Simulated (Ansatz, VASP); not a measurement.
## Cross-check of CdTe between VASP and Ansatz

Aim: how closely do two programs agree when they are given the same cell, functional and k mesh? The cell is taken from a series of VASP runs on this material, whose earlier steps may have relaxed, scaled or displaced it; both programs get it as it stands.

Calculated with Ansatz 0.2.0; plane waves, with VASP 6.6.1 beside it; band structure at r2SCAN, band structure at LDA and band structure at LDA, spin-orbit coupling.

## 1. Set-up

It takes space group F-43m (No. 216, cubic). Conventional cell: a = 6.480 Å, b = 6.480 Å, c = 6.480 Å, α = 90.00°, β = 90.00°, γ = 90.00°. Nearest to Te lie 4 Cd at 2.81 Å. Cd has 4 Te at 2.81 Å nearest. Farther neighbours and most contacts between anions are not listed.

As a file:

```cif
data_structure
_symmetry_space_group_name_H-M 'P 1'
_symmetry_Int_Tables_number 1
_cell_length_a 4.5821
_cell_length_b 4.5821
_cell_length_c 4.5821
_cell_angle_alpha 60.000
_cell_angle_beta 60.000
_cell_angle_gamma 60.000
_cell_volume 68.02
loop_
_atom_site_label
_atom_site_type_symbol
_atom_site_fract_x
_atom_site_fract_y
_atom_site_fract_z
_atom_site_occupancy
Te1 Te 0.75000 0.75000 0.75000 1
Cd2 Cd 0.00000 0.00000 0.00000 1
```

## 2. VASP: band structure, r2SCAN

Levels along a path test the potential and the projectors away from the mesh points.

Lines of VASP's logs that name or quote its potential files are left out, and so is its time.

File INCAR:

```
SYSTEM = CdTe
PREC = Accurate
ENCUT = 350
EDIFF = 1E-06
NELM = 100
ISMEAR = 0
SIGMA = 0.03
LREAL = .FALSE.
ALGO = Normal
METAGGA = R2SCAN
LASPH = .TRUE.
NBANDS = 21
LORBIT = 11
LWAVE = .FALSE.
LCHARG = .FALSE.
KPAR = 4
```

File POSCAR:

```
CdTe
1.0
    0.0000000000      3.2400000000      3.2400000000
    3.2400000000      0.0000000000      3.2400000000
    3.2400000000      3.2400000000      0.0000000000
Te Cd
1 1
Direct
    0.7500000000      0.7500000000      0.7500000000
    0.0000000000      0.0000000000      0.0000000000
```

File KPOINTS:

```
Automatic mesh
0
Gamma
6 6 6
0 0 0
```

File KPOINTS_OPT:

```
Line mode
10
Line-mode
Reciprocal
  0.00000000   0.00000000   0.00000000 GAMMA
  0.50000000   0.00000000   0.50000000 X

  0.50000000   0.00000000   0.50000000 X
  0.50000000   0.25000000   0.75000000 W

  0.50000000   0.25000000   0.75000000 W
  0.37500000   0.37500000   0.75000000 K

  0.37500000   0.37500000   0.75000000 K
  0.00000000   0.00000000   0.00000000 GAMMA

  0.00000000   0.00000000   0.00000000 GAMMA
  0.50000000   0.50000000   0.50000000 L

  0.50000000   0.50000000   0.50000000 L
  0.62500000   0.25000000   0.62500000 U

  0.62500000   0.25000000   0.62500000 U
  0.50000000   0.25000000   0.75000000 W

  0.50000000   0.25000000   0.75000000 W
  0.50000000   0.50000000   0.50000000 L

  0.50000000   0.50000000   0.50000000 L
  0.37500000   0.37500000   0.75000000 K

  0.62500000   0.25000000   0.62500000 U
  0.50000000   0.00000000   0.50000000 X
```

PAW data sets: Te and Cd (PBE family, release 64).

Run with:

```bash
$ mpirun -np 4 vasp_std
```

Numbers of over 12 decimals in the logs are rounded to 6 here.

What it wrote:

```text
[banner, memory and clock lines left out]
running    4 mpi-ranks, on    1 nodes
 distrk:  each k-point on    1 cores,    4 groups
 distr:  one band on    1 cores,    1 groups

 POSCAR found type information on POSCAR TeCd
 POSCAR found :  2 types and       2 ions
|                                                                             |
|               ----> ADVICE to this user running VASP <----                  |
|                                                                             |
|     You enforced a specific xc type in the INCAR file but a different       |
|     [... a line on the potential file left out ...]
|     I HOPE YOU KNOW WHAT YOU ARE DOING!                                     |
|                                                                             |

 LDA part: xc-table for (None), standard interpolation
 POSCAR, INCAR and KPOINTS ok, starting setup
 FFT: planning ... GRIDC
 FFT: planning ... GRID_SOFT
 FFT: planning ... GRID
 WAVECAR not read
 entering main loop
       N       E                     dE             d eps       ncg     rms          rms(c)
DAV:   1     0.354477344226E+02    0.35448E+02   -0.67861E+03   704   0.555E+02
DAV:   2    -0.481604085240E+02   -0.83608E+02   -0.80106E+02   780   0.169E+02
DAV:   3    -0.511691185536E+02   -0.30087E+01   -0.29970E+01   790   0.329E+01
DAV:   4    -0.511918893923E+02   -0.22771E-01   -0.22769E-01   836   0.265E+00
DAV:   5    -0.511921787439E+02   -0.28935E-03   -0.28935E-03   805   0.242E-01    0.557E+00
DAV:   6    -0.466434688569E+02    0.45487E+01   -0.24390E+00   672   0.158E+01    0.703E+00
DAV:   7    -0.466132812327E+02    0.30188E-01   -0.10289E-01   762   0.262E+00    0.471E+00
DAV:   8    -0.466212108140E+02   -0.79296E-02   -0.73327E-02   707   0.219E+00    0.897E-01
DAV:   9    -0.466241139571E+02   -0.29031E-02   -0.55666E-03   780   0.447E-01    0.354E-01
DAV:  10    -0.466238715569E+02    0.24240E-03   -0.15567E-03   742   0.341E-01    0.657E-02
DAV:  11    -0.466238583209E+02    0.13236E-04   -0.77846E-05   783   0.907E-02    0.461E-02
DAV:  12    -0.466238604215E+02   -0.21005E-05   -0.16397E-05   765   0.367E-02    0.296E-02
DAV:  13    -0.466238638316E+02   -0.34101E-05   -0.83383E-06   707   0.182E-02    0.754E-03
DAV:  14    -0.466238636738E+02    0.15780E-06   -0.50039E-07   494   0.323E-03
   1 F= -.46623864E+02 E0= -.46623864E+02  d E =-.836518E-17
 Start KPOINTS_OPT (optional k-point list driver)
k-point batch [1-16\100]
       N       E                     dE             ncg
DAV:   1     0.401346992828E+02   -0.52647E+04      744
DAV:   2    -0.122551910685E+04   -0.12657E+04      765
DAV:   3    -0.126693945752E+04   -0.41420E+02      792
DAV:   4    -0.126727520196E+04   -0.33574E+00      875
DAV:   5    -0.126727782312E+04   -0.26212E-02      834
DAV:   6    -0.126727788468E+04   -0.61562E-04      803
DAV:   7    -0.126727788644E+04   -0.17565E-05      731
DAV:   8    -0.126727788649E+04   -0.54102E-07      555
[...]
k-point batch [97-100\100]
       N       E                     dE             ncg
DAV:   1     0.573211212859E+04   -0.18082E+04      176
DAV:   2     0.538782724028E+04   -0.34428E+03      188
DAV:   3     0.537486141367E+04   -0.12966E+02      203
DAV:   4     0.537476002639E+04   -0.10139E+00      196
DAV:   5     0.537475848309E+04   -0.15433E-02      208
DAV:   6     0.537475844344E+04   -0.39657E-04      198
DAV:   7     0.537475844228E+04   -0.11597E-05      216
DAV:   8     0.537475844225E+04   -0.29296E-07      152
```

From OUTCAR (step 2):

```text
ion  position               nearest neighbor table
   1  0.750  0.750  0.750-   2 2.81   2 2.81   2 2.81   2 2.81
   2  0.000  0.000  0.000-   1 2.81   1 2.81   1 2.81   1 2.81

  LATTYP: Found a face centered cubic cell.
 ALAT       =     6.4800000000

 Subroutine GETGRP returns: Found 24 space group operations
 (whereof 24 operations were pure point group operations)

The static configuration has the point symmetry T_d .

 Found     16 irreducible k-points:

   k-points           NKPTS =     16   k-points in BZ     NKDIM =     16   number of bands    NBANDS=     21

   dimension x,y,z NGX =    28 NGY =   28 NGZ =   28
   dimension x,y,z NGXF=    56 NGYF=   56 NGZF=   56

   ENCUT  =  350.0 eV  25.72 Ry    5.07 a.u.   6.99  6.99  6.99*2*pi/ulx,y,z

   NELECT =      18.0000    total number of electrons

 k-points in reciprocal lattice and weights: Automatic mesh
   0.00000000  0.00000000  0.00000000       0.005
   0.16666667  0.00000000  0.00000000       0.037
   0.33333333  0.00000000  0.00000000       0.037
   0.50000000  0.00000000  0.00000000       0.019
   0.16666667  0.16666667  0.00000000       0.028
   0.33333333  0.16666667  0.00000000       0.111
   0.50000000  0.16666667  0.00000000       0.111
  -0.33333333  0.16666667  0.00000000       0.111
  -0.16666667  0.16666667  0.00000000       0.056
[...]
-0.33333333  0.33333333  0.16666667       0.111
  -0.33333333  0.50000000  0.16666667       0.056

 average (electrostatic) potential at core
       1 -96.3083       2 -44.5863

 E-fermi :   2.2757

 k-point     1 :       0.0000    0.0000    0.0000
  band No.  band energies     occupation
    ...
      5      -6.1558      2.00000
      6      -6.1558      2.00000
      7       2.1087      2.00000
      8       2.1087      2.00000
      9       2.1087      2.00000
     10       3.3777      0.00000
     11       7.1330      0.00000
     12       7.1330      0.00000
     13       7.1330      0.00000
     14      10.0420      0.00000
    ...

 k-point     2 :       0.1667    0.0000    0.0000
  band No.  band energies     occupation
    ...
      5      -6.1572      2.00000
      6      -6.1572      2.00000
      7       0.4219      2.00000
      8       1.8773      2.00000
      9       1.8773      2.00000
     10       4.3976      0.00000
     11       7.2378      0.00000
     12       7.4795      0.00000
     13       7.4795      0.00000
     14      11.0315      0.00000
    ...

 k-point     3 :       0.3333    0.0000    0.0000
  band No.  band energies     occupation
    ...
      5      -6.1534      2.00000
      6      -6.0507      2.00000
      7      -1.5090      2.00000
      8       1.4864      2.00000
      9       1.4865      2.00000
     10       4.4572      0.00000
     11       7.7457      0.00000
     12       7.7457      0.00000
     13       8.8042      0.00000
     14      10.6343      0.00000
    ...

  Total        0.5801824      0.5801824      0.5801824     -0.0000000      0.0000000      0.0000000
  in kB       13.6650145     13.6650145     13.6650145     -0.0000000      0.0000000      0.0000000
  external PRESSURE =      13.6650145 kB  Pullay stress =       0.0000000 kB

  energy-cutoff  :      350.00
  volume of cell :       68.02
      direct lattice vectors                 reciprocal lattice vectors
     0.000000000  3.240000000  3.240000000    -0.154320988  0.154320988  0.154320988
     3.240000000  0.000000000  3.240000000     0.154320988 -0.154320988  0.154320988
     3.240000000  3.240000000  0.000000000     0.154320988  0.154320988 -0.154320988

 POSITION                                       TOTAL-FORCE (eV/Angst)
 -----------------------------------------------------------------------------------
      4.86000      4.86000      4.86000         0.000000     -0.000000     -0.000000
      0.00000      0.00000      0.00000        -0.000000      0.000000      0.000000
 -----------------------------------------------------------------------------------
    total drift:                                0.000010      0.000010      0.000010

  FREE ENERGIE OF THE ION-ELECTRON SYSTEM (eV)
  ---------------------------------------------------
  free  energy   TOTEN  =       -46.6238636738 eV

  energy  without entropy=      -46.6238636738  energy(sigma->0) =      -46.62386367

 total charge
# of ion       s       p       d       tot
------------------------------------------
    1        1.351   2.113   0.021   3.485
    2        0.451   0.315   9.532  10.297
--------------------------------------------------
tot          1.802   2.428   9.553  13.782

[... 3 further parts left out ...]
```

The run ends at a pressure of 1.37 GPa.

## 3. Ansatz: band structure, r2SCAN

Ansatz runs on its default PAW (the set named soft_2) files.

The same cell, functional, mesh and smearing now go to Ansatz, which takes its cutoff from its data sets.

File input.yaml:

```yaml
crystal:
  lattice:
    - [0.0, 3.24, 3.24]
    - [3.24, 0.0, 3.24]
    - [3.24, 3.24, 0.0]
  atoms:
    - { symbol: Te, position: [0.75, 0.75, 0.75] }
    - { symbol: Cd, position: [0.0, 0.0, 0.0] }
hamiltonian:
  xc: r2scan
  pseudopotentials: { kind: paw }
kpoints:
  mp_grid: { grid: [6, 6, 6] }
  band_path:
    path:
      - [0.0, 0.0, 0.0]
      - [0.16667, 0.0, 0.16667]
      - [0.33333, 0.0, 0.33333]
      - [0.5, 0.0, 0.5]
      - [0.5, 0.08333, 0.58333]
      - [0.5, 0.19444, 0.69444]
      - [0.5, 0.25, 0.75]
      - [0.45833, 0.29167, 0.75]
      - [0.40278, 0.34722, 0.75]
      - [0.375, 0.375, 0.75]
      - [0.20833, 0.20833, 0.41667]
      - [0.08333, 0.08333, 0.16667]
      - [0.0, 0.0, 0.0]
      - [0.22222, 0.22222, 0.22222]
      - [0.38889, 0.38889, 0.38889]
      - [0.51389, 0.47222, 0.51389]
      - [0.55556, 0.38889, 0.55556]
      - [0.61111, 0.27778, 0.61111]
      - [0.61111, 0.25, 0.63889]
      - [0.56944, 0.25, 0.68056]
      - [0.51389, 0.25, 0.73611]
      - [0.5, 0.27778, 0.72222]
      - [0.5, 0.38889, 0.61111]
      - [0.5, 0.47222, 0.52778]
      - [0.48611, 0.48611, 0.52778]
      - [0.43056, 0.43056, 0.63889]
      - [0.38889, 0.38889, 0.72222]
      - [0.59722, 0.19444, 0.59722]
      - [0.55556, 0.11111, 0.55556]
      - [0.5, 0.0, 0.5]
    npoints: 1
scf:
  occupations: { method: gaussian, width: 0.03 }
  n_extra_bands: 7
output:
  forces: true
  stress: true
  eigenvalues: true
```

Run with:

```bash
$ ansatz run input.yaml --threads 2 --pin off --max-ram 4608MiB --backend cpu --events-out ev --progress --plain --runs-dir out
```

What it wrote:

```text
scf.n_extra_bands = 7 over 18 filled bands (N_el = 36.0): the run solves 25 bands
Engine: ansatz 0.2.0, aarch64-unknown-linux-gnu
Pseudopotentials: kind: paw
Pseudopotential: Te, paw, valence charge 16, recommended cutoff 500 eV (meta_gga), Te.paw.azcp
Pseudopotential: Cd, paw, valence charge 20, recommended cutoff 500 eV (meta_gga), Cd.paw.azcp
Functional definition: r2SCAN
  parameter k0 = 0.174
  parameter k1 = 0.065
  parameter a1 = 4.9479
  exchange = r2scan_x(k0 = k0, k1 = k1, a1 = a1)
  correlation = r2scan_c
Crystal: 2 atoms, lattice volume = 68.024 Å³
Basis set: ecut = 500 eV, 1759 PW (Γ), exchange–correlation on 144×144×144 points (64 copies of the dense FFT grid, shifted against one another)
Bands: 25, of which v1, the nominal top of the filled ones, is band 18 counted from 1 (17 counted from 0)
Symmetry: 24 space group operations
Space group: F-43m (ITA 216), of the structure as read, at distance tolerance 4.1e-5 Å
k-points: 16 of 216 (time reversal used)
Non-local potential: Te, projectors of the file, l = 0: 2, l = 1: 2, l = 2: 2, l = 3: 2
Non-local potential: Cd, projectors of the file, l = 0: 3, l = 1: 2, l = 2: 2, l = 3: 1
PAW form: soft (Blöchl's): semilocal exchange-correlation on the pseudo side does not see the compensation charge
PAW frozen core: Te, regenerated for the run's functional (the file was generated under x = pbe(κ = 0.804, μ = 0.219515), c = pbe(β = 0.066725))
PAW frozen core: Cd, regenerated for the run's functional (the file was generated under x = pbe(κ = 0.804, μ = 0.219515), c = pbe(β = 0.066725))
PAW one-centre angular grid: Te, 590 points (default); XC on 160 Gauss nodes
PAW one-centre angular grid: Cd, 590 points (default); XC on 160 Gauss nodes
Initial density: superposition of atomic densities (neutral atoms: chi_scale 0, normalization atom), corrected by the library's trained network
Initial wavefunctions: pseudopotential atomic-orbital guess
Functional: x = r2scan, c = r2scan; τ floored in thin density (d = 2e-4 eV/Å³)
SCF iter   1: F=—  HF=-15264.117238 eV  |F-HF|=—  |Δ(HF+E_count)|=         —  Δρ=4.46e-3  dr2=8.30e-3  dr2_τ=1.08e-2  ethr=1.77e-3  ⟨swp⟩=6.3  Hψ=1958  notcnv=0
preconditioner: auto → none  [insulator: Δε(μ)=1.232 eV  Ē_g=14.137 eV  σ=0.030 eV  W_gap=1.00  n_scr=14 (ndim 8)  ℏωp=19.1 eV  f_vac=0.191  D(μ)=0.00/eV (n_scr^D=0)  ε∞_Penn≈2.8]
SCF iter   2: F=—  HF=-15264.123722 eV  |F-HF|=—  |Δ(HF+E_count)|=   6.48e-3  Δρ=2.25e-3  dr2=1.49e-3  dr2_τ=3.23e-4  ethr=2.30e-5  ⟨swp⟩=2.5  Hψ=795  notcnv=0  defer=39
SCF iter   3: F=—  HF=-15264.124339 eV  |F-HF|=—  |Δ(HF+E_count)|=   6.17e-4  Δρ=1.04e-3  dr2=3.37e-4  dr2_τ=4.74e-5  ethr=4.13e-6  ⟨swp⟩=2.0  Hψ=485  notcnv=0  defer=39
SCF iter   4: F=—  HF=-15264.124541 eV  |F-HF|=—  |Δ(HF+E_count)|=   2.03e-4  Δρ=9.33e-5  dr2=5.50e-6  dr2_τ=2.36e-7  ethr=9.37e-7  ⟨swp⟩=2.0  Hψ=649  notcnv=0  defer=39
SCF iter   5: F=—  HF=-15264.124534 eV  |F-HF|=—  |Δ(HF+E_count)|=   7.81e-6  Δρ=2.98e-5  dr2=2.53e-7  dr2_τ=2.50e-8  ethr=1.53e-8  ⟨swp⟩=2.0  Hψ=585  notcnv=0  defer=39
SCF iter   6: F=-15264.124534 eV  HF=-15264.124534 eV  |F-HF|=8.57e-9  |Δ(HF+E_count)|=   1.81e-7  Δρ=5.67e-6  dr2=7.54e-9  dr2_τ=7.62e-10  ethr=2.78e-10  ⟨swp⟩=9.6  Hψ=2096  notcnv=0
SCF 1 converged in 6 iterations: F = -15264.124534 eV  dr2 = 7.54e-9
  greatest PAW one-centre occupation: 1.001 electrons in one spin orbital (limit 2), on the Cd atom at site 1 (counted from 0), in its partial waves of l = 1
NSCF: frozen V_eff on 30 k-points
SCF converged after 6 iterations
Free energy (F): -15264.124534 eV
Harris-Foulkes:  -15264.124534 eV  (|F-HF|=8.57e-9)
Internal energy: -15264.124534 eV  (E = F + TS)
E sigma→0 (E₀):  -15264.124534 eV
Fermi energy:    7.858498 eV
--- Per-component energies (eV) ---
  E_band       = -827.027941
  E_kinetic    = 686.010146
  E_local      = -5420.727058  (includes V_loc(G=0)·N_el)
  E_nonlocal   = -275.709570
  E_hartree    = 2735.164551
  E_xc         = -283.668307
  E_vxc        = -357.905920  (∫ρ·V_xc dr)
  E_paw        = -8792.890060  (= ΣΔE_a)
  E_vpaw       = -953.259125  (= ΣTr[D̂ρ^β])
  E_aug_tail   = -0.000032  (compensation charges beyond the density's cutoff)
  E_vtau       = 24.235643  (kinetic-family band-sum trace: ∫τ·v_τ [+ j·A + Jᵃ·Aᵃ] dr)
  E_ewald      = -3912.024287
  E_core_change = -0.279915  (= ΣΔE_core)
  E_smearing   = -0.000000  (= −TS)
  E_closure    = -0.000000  (closes the sum)
  Σ components = -15264.124534   (vs F -15264.124534, Δ=0.00e0)
--- Forces (eV/Å), atoms counted from 1 ---
  atom   1  Te     0.00000000    -0.00000000    -0.00000000
  atom   2  Cd    -0.00000000     0.00000000    -0.00000000
  max |Σ_I F_I| component: 1.41e-16 eV/Å
--- Stress (GPa, compression-positive) ---
        1.581173      -0.000000      -0.000000
        0.000000       1.581173       0.000000
        0.000000       0.000000       1.581173
  P = ⅓ Tr σ = 1.5812 GPa (15.812 kbar)
--- Band table (eV; the first three rows and the last of 16) ---
  k-point 0: bands = [... 14 lower, -1.0966, 7.2182, 7.2182, 7.2182, 8.4980, 12.2707, 12.2707, 12.2707, ... 3 higher]
  k-point 1: bands = [... 14 lower, -1.0976, 5.5405, 6.9886, 6.9886, 9.5157, 12.3574, 12.6162, 12.6162, ... 3 higher]
  k-point 2: bands = [... 14 lower, -0.9829, 3.6154, 6.6002, 6.6002, 9.5804, 12.8828, 12.8828, 13.9034, ... 3 higher]
  k-point 15: bands = [... 14 lower, -0.5002, 2.9739, 4.9528, 5.0574, 11.3084, 11.3139, 14.4286, 14.6785, ... 3 higher]
```

Wall time 11 s (2 threads of Arm Neoverse N1, shared host); peak memory 0.52 GiB.

## 4. Side by side

Known differences besides the potentials themselves: VASP keeps PBE cores, Ansatz makes them for the functional; the data sets hold 36 valence electrons in Ansatz (default PAW (the set named soft_2) files) and 18 in VASP; the cutoff is 500 eV in Ansatz and 350 eV in VASP. Total energies have different zeros and are not compared.

The two programs side by side:

```
                     quantity  Ansatz   VASP  difference
               pressure (GPa)    1.58   1.37       +0.21
gap over the path points (eV)   1.280  1.269      +0.011
```

Levels at points of the path, from each program's valence-band top (eV; 4 filled, then empty):

```
k (reciprocal lattice)                                  Ansatz                                    VASP
     0.000 0.000 0.000     -8.31 0.00 0.00 0.00 1.28 5.05 5.05     -8.27 0.00 0.00 0.00 1.27 5.02 5.02
     0.167 0.000 0.167  -8.31 -1.66 -0.61 -0.61 2.91 4.11 6.03  -8.26 -1.67 -0.62 -0.62 2.91 4.09 6.01
     0.333 0.000 0.333  -8.10 -3.47 -1.53 -1.53 3.06 3.51 7.88  -8.06 -3.48 -1.54 -1.54 3.04 3.50 7.88
     0.500 0.000 0.500  -7.78 -4.34 -1.91 -1.91 2.89 3.00 9.44  -7.74 -4.36 -1.92 -1.92 2.88 2.98 9.47
     0.500 0.083 0.583  -7.76 -4.31 -2.03 -2.00 3.22 3.31 8.67  -7.72 -4.33 -2.04 -2.01 3.21 3.30 8.66
     0.500 0.194 0.694  -7.71 -4.22 -2.33 -2.20 4.37 4.45 6.71  -7.67 -4.24 -2.34 -2.21 4.36 4.44 6.70
     0.500 0.250 0.750  -7.70 -4.21 -2.38 -2.24 4.68 4.95 6.10  -7.66 -4.22 -2.39 -2.25 4.67 4.94 6.09
     0.458 0.292 0.750  -7.71 -4.21 -2.48 -2.03 4.21 4.91 6.49  -7.67 -4.23 -2.49 -2.04 4.20 4.90 6.48
     0.403 0.347 0.750  -7.73 -4.23 -2.60 -1.65 3.36 4.88 7.55  -7.69 -4.25 -2.61 -1.66 3.35 4.88 7.54
     0.375 0.375 0.750  -7.74 -4.23 -2.61 -1.58 3.23 4.88 7.85  -7.70 -4.25 -2.63 -1.59 3.22 4.87 7.84
```

Among the levels compared at these points, filled levels agree within 50 meV and empty ones within 29 meV.

(Continued in part 2 of 2.)

[Lines on the potential files, build, host, timing and source positions are cut from VASP's logs without a mark.]

[Logs are printed without paths, hosts, clocks, repeated set-up lines and the standing remarks that a program may print on its own settings, such as how far it seeks lower states.]

[Hosts, paths, dates, database ids (printed as entryN), source tags and the programs' standing remarks are cut or masked in the printed files.]
